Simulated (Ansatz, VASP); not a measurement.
F in VASP and in Ansatz

The input INCAR:

```
PREC = Accurate
ENCUT = 520
EDIFF = 1E-6
ISMEAR = -1
SIGMA = 0.1
LREAL = F
LASPH = T
NELM = 80
ALGO = Normal
ISIF = 2
LWAVE = F
LCHARG = F
GGA = PE
NBANDS = 10
```

File KPOINTS:

```
regular mesh
0
Gamma
  17 17 17
```

Contents of POSCAR:

```
F
1.0
    0.0000000000      1.5888543361      1.5888543361
    1.5888543361      0.0000000000      1.5888543361
    1.5888543361      1.5888543361      0.0000000000
F
1
Direct
    0.0000000000      0.0000000000      0.0000000000
```

Input for Ansatz:

```yaml
crystal:
  lattice:
    - [0.0, 1.5888543361, 1.5888543361]
    - [1.5888543361, 0.0, 1.5888543361]
    - [1.5888543361, 1.5888543361, 0.0]
  atoms:
    - { symbol: F, position: [0.0, 0.0, 0.0] }
kpoints:
  mp_grid: { grid: [17, 17, 17] }
scf:
  occupations: { method: fermi_dirac, width: 0.1 }
hamiltonian:
  xc: pbe
  pseudopotentials: { kind: paw }
output:
  forces: true
  stress: true
  eigenvalues: true
  populations: true
```

Change from the starting cell: volume scaled by 0.78, PAW files.

Alike in both runs: task single point; functional PBE; k mesh 17 × 17 × 17; occupations fermi-dirac, width 0.1 eV; no spin polarisation.

```csv
,VASP,Ansatz
version,VASP 6.6.1,Ansatz 0.2.0
potentials or method,"VASP PAW PBE potentials, release 64 (F)","PAW with Ansatz's default frozen-core files, scalar-relativistic"
plane-wave cutoff (eV),520,420
valence electrons in the cell,7,7
```

Ansatz gave:

| Item | Value |
| --- | --- |
| pressure (GPa) | 23.1 |

Question: Estimate VASP's values.

Answer: Pressure (GPa): 22.2.

Caveats: so large a pressure means that the cell lies far from this level's equilibrium, or that cutoff or potentials fall short (VASP); an odd number of electrons without spin polarisation forces a metal; a magnetic or distorted state may lie lower.
